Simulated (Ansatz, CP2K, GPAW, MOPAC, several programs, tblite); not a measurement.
PbS (wurtzite) from semi-empirical methods to plane-wave DFT

Wurtzite PbS (it has left that coordination), relaxed with r2SCAN in Ansatz, was computed with several methods. It is hexagonal, P6_3mc (No. 186); conventional cell a = 4.997 Å, c = 5.998 Å, 32.42 Å³ an atom. Pb is surrounded by 5 S at 2.89–3.02 Å; S is surrounded by 5 Pb at 2.89–3.02 Å. Spin-unpolarised throughout. Whether this structure exists isn't addressed.

```cif
data_structure
_symmetry_space_group_name_H-M 'P6_3mc'
_symmetry_Int_Tables_number 186
_cell_length_a 4.9970
_cell_length_b 4.9970
_cell_length_c 5.9977
_cell_angle_alpha 90.000
_cell_angle_beta 90.000
_cell_angle_gamma 120.000
_cell_volume 129.70
loop_
_atom_site_label
_atom_site_type_symbol
_atom_site_symmetry_multiplicity
_atom_site_Wyckoff_symbol
_atom_site_fract_x
_atom_site_fract_y
_atom_site_fract_z
_atom_site_occupancy
Pb1 Pb 2 b 0.33333 0.66667 0.93592 1
S1 S 2 b 0.33333 0.66667 0.43908 1
```

Gaps and times are for a single point on this cell; volume and bulk modulus come from each method's own relaxation or energy curve at fixed shape, which is too stiff where a cell has free coordinates or axes. Times are rough, from shared hosts (Arm Neoverse V1), and each method has its own mesh and cell size. A double dagger marks a value from a curve with shape and coordinates held. A star marks a curve whose lowest point is an end point. PM6 (MOPAC), PM7 (MOPAC), GFN1-xTB (tblite), GFN2-xTB (tblite) treat a cluster of cells at its zone centre, which samples few k points: where these miss a band edge, the gap comes out too large for that reason alone. Gaps from k meshes are read at a limited set of points (mesh, symmetry points, PBE's band edges), so each method's own least gap may be somewhat smaller. xTB and the PM methods were fitted mostly to molecules, and can miss a solid's gap by electronvolts. Minimal bases can be far off for gaps. Curves at held shape can't give the bulk modulus of a layered or molecular crystal, so none is listed. GLLB-SC's gap includes the derivative discontinuity. d marks a direct gap, i an indirect one (no mark: not told apart), a dash a value that wasn't computed or didn't pass its checks.

| method | kind | gap (eV) | own volume (Å³/atom) | bulk modulus (GPa) | atoms computed | processor time |
| --- | --- | --- | --- | --- | --- | --- |
| GFN1-xTB (tblite) | tight binding | 2.30 | 28.77*‡ | – | 32 | 0.97 s |
| GFN2-xTB (tblite) | tight binding | 3.01 | – | – | 32 | 2 s |
| light PBE (260 eV and a coarse mesh) | light plane-wave | 1.42 d | – | – | 4 | 2 s |
| PM7 (MOPAC) | semi-empirical | 7.26 | – | – | 32 | 3.1 s |
| PM6 (MOPAC) | semi-empirical | 5.21 | – | – | 32 | 3.2 s |
| PBE/single zeta (GPAW) | small basis | 1.39 d | – | – | 4 | 6.2 s |
| PBE/SZV (CP2K) | small basis | 0.65 d | 30.39‡ | – | 4 | 7.1 s |
| PBE | semilocal | 1.42 d | 33.02 | – | 4 | 8.2 s |
| PBE/DZVP (CP2K) | small basis | 1.36 d | 33.06‡ | – | 4 | 14 s |
| r2SCAN | semilocal | 1.72 d | 32.42 | – | 4 | 17 s |
| GLLB-SC (GPAW) | model potential | 2.58 | – | – | 4 | 56 s |

Against r2SCAN (1.72 eV) and with closed or daggered gaps left aside, the nearest gap at the points sampled is that of light PBE (260 eV and a coarse mesh) (-0.30 eV) and the farthest that of PM7 (MOPAC) (+5.54 eV). r2SCAN is only a yardstick of convenience: semilocal gaps usually lie below measured ones, which GLLB-SC and hybrids aim to mend.

Volumes against r2SCAN's: PBE +1.8 %.

Spin-orbit coupling is left out; in compounds of Pb, Bi, Tl or Hg it can lower a gap by up to about 1 eV, split its edges or invert the bands.
